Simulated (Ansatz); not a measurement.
An input for Ansatz 0.2.0 (Cd):

File input.yaml:

```yaml
crystal:
  lattice:
    - [-1.784322, 1.784322, 1.784322]
    - [1.784322, -1.784322, 1.784322]
    - [1.784322, 1.784322, -1.784322]
  atoms:
    - { symbol: Cd, position: [0.0, 0.0, 0.0] }
hamiltonian:
  xc: pw91
  pseudopotentials: { kind: paw, partial_waves: polarizable }
kpoints:
  mp_grid: { grid: [10, 10, 10] }
scf:
  occupations: { method: fermi_dirac, width: 0.025 }
  max_iter: 80
output:
  forces: true
  stress: true
  eigenvalues: true
  xc_energy_on_converged_density: [lda, pbe, pbesol, rpbe, revpbe, blyp, r2scan]
total_charge: 6
```

Potentials or basis: Ansatz PAW polarizable.

Run with:

```console
$ ansatz run input.yaml --threads 1 --pin off --max-ram 2560MiB --backend cpu --events-out ev --progress --plain --runs-dir out
```

**Question.** What does the program do with it?

**Answer.** The run stopped without a result. It printed:

Output:

```text
Error: YAML parse error: error: line 9 column 7: hamiltonian.xc: unknown variant `pw91`, expected one of `lda`, `lda-pw`, `pw92`, `pbe`, `pbesol`, `rpbe`, `revpbe`, `blyp`, `pbe0`, `revpbe0`, `b3lyp`, `b3lyp5`, `hse06`, `wpbeh`, `hiss`, `lc_wpbe`, `cam_b3lyp`, `hf`, `r2scan`, `r2scanh`, `r2scan0`, `r2scan50`, `mr2scan`
  --> <input>:9:7
   |
 7 |     - { symbol: Cd, position: [0.0, 0.0, 0.0] }
 8 | hamiltonian:
 9 |   xc: pw91
   |       ^ hamiltonian.xc: unknown variant `pw91`, expected one of `lda`, `lda-pw`, `pw92`, `pbe`, `pbesol`, `rpbe`, `revpbe`, `blyp`, `pbe0`, `revpbe0`, `b3lyp`, `b3lyp5`, `hse06`, `wpbeh`, `hiss`, `lc_wpbe`, `cam_b3lyp`, `hf`, `r2scan`, `r2scanh`, `r2scan0`, `r2scan50`, `mr2scan`
10 |   pseudopotentials: { kind: paw, partial_waves: polarizable }
11 | kpoints:
   |
```
